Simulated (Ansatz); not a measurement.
How far is PAW off for SnTe?

```
Sn Te
1.0
     0.06313    3.18806    3.18806
     3.18806    0.06313    3.18806
     3.18806    3.18806    0.06313
Sn Te
1 1
Direct
  0.00000 0.00000 0.00000
  0.50000 0.50000 0.50000
```

Atom numbers follow the list: Sn1, Te2.

The cell is COD entry 9008726, as deposited and not checked against the literature; nothing was relaxed. The listed cell was then made from it by scaling, straining or moving an atom.

No spin–orbit coupling, which matters for the heavy atoms here.

Methods: DFT, PBE, PAW with Ansatz's default frozen-core files, scalar-relativistic (Ansatz 0.2.0); DFT, PBE, all-electron PAW with datasets made for the crystal, scalar-relativistic (Ansatz 0.2.0); DFT, PBE, all-electron LAPW, scalar-relativistic (Ansatz 0.2.0).

For PAW: a Γ-centred 11×11×11 k mesh, Fermi–Dirac smearing of 0.08 eV, cutoff 420 eV, no spin polarisation. The crystal-made all-electron datasets (AE datasets) take a cutoff of 240 eV at this cell. LAPW targets a basis error of 0.25 meV/atom. The Ansatz runs share mesh, smearing and spin set-up. Plane-wave (PAW) pressures include the program's estimate of the Pulay term.

Stress and pressure are positive in compression.

The change that made this cell: equal xy, yz and zx engineering shear strains of +2 %.

No spin–orbit coupling: at heavy atoms the gradients can be off by tens of per cent for that reason.

In a metal, gradients converge slowly with the k mesh: the values move by tens of per cent from one mesh to another, at times in sign, so only the comparison on one mesh counts.

| quantity | PAW | AE datasets | LAPW |
| --- | --- | --- | --- |
| pressure (GPa) | 2.03 | 2.03 | 2.03 |
| stress yz (GPa) | -0.31 | -0.31 | -0.31 |
| stress xz (GPa) | -0.31 | -0.31 | -0.31 |
| stress xy (GPa) | -0.31 | -0.31 | -0.31 |
| field gradient Vzz at Te2 (10²¹ V/m²) | 2.37 | 2.35 | – |

PAW's pressure differs from the LAPW value by about 0.01 GPa or less.
